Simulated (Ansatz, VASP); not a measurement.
## Rh in VASP and in Ansatz

File INCAR:

```
SYSTEM = Rh
ALGO = Fast
EDIFF = 1E-6
ENCUT = 520
GGA = PE
ISIF = 2
ISMEAR = 1
LASPH = .True.
LCHARG = .False.
LREAL = .False.
LWAVE = .False.
NBANDS = 14
NELM = 80
PREC = Accurate
SIGMA = 0.02
```

Contents of KPOINTS:

```
k-points
0
Gamma
  22 22 22
  0 0 0
```

POSCAR

```
Rh
1.0
    0.0000000000      1.8540112500      1.8540112500
    1.8540112500      0.0000000000      1.8540112500
    1.8540112500      1.8540112500      0.0000000000
Rh
1
Direct
    0.0000000000      0.0000000000      0.0000000000
```

Input for Ansatz:

```yaml
crystal:
  lattice:
    - [0.0, 1.85401125, 1.85401125]
    - [1.85401125, 0.0, 1.85401125]
    - [1.85401125, 1.85401125, 0.0]
  atoms:
    - { symbol: Rh, position: [0.0, 0.0, 0.0] }
basis:
  ecutwfc: 420
kpoints:
  mp_grid: { grid: [22, 22, 22] }
hamiltonian:
  xc: pbe
scf:
  occupations: { method: cold, width: 0.02 }
output:
  forces: true
  stress: true
  eigenvalues: true
```

Change from the starting cell: strain -0.025 along x and y, -0.025 along z, atoms carried along.

Alike in both runs: task single point; functional PBE; k mesh 22 × 22 × 22; no spin polarisation.

|  | VASP | Ansatz |
| --- | --- | --- |
| version | VASP 6.6.1 | Ansatz 0.2.0 |
| potentials or method | VASP PAW PBE potentials, release 64 (Rh_pv) | scalar-relativistic, plane waves, PAW |
| plane-wave cutoff (eV) | 520 | 420 |
| occupations | methfessel-paxton of order 1, width 0.02 eV | cold, width 0.02 eV |
| valence electrons in the cell | 15 | 17 |

```csv
,VASP,Ansatz,Ansatz less VASP
gap on the k mesh at the Fermi level (eV),none,none,-
pressure (GPa),31.9,32.0,+0.06
```

A gap of «none» marks a metal or a gap that the smearing closes. The two sets of potentials don't hold the same shells in valence.

Caveats: so large a pressure means that the cell lies far from this level's equilibrium, or that cutoff or potentials fall short (VASP).
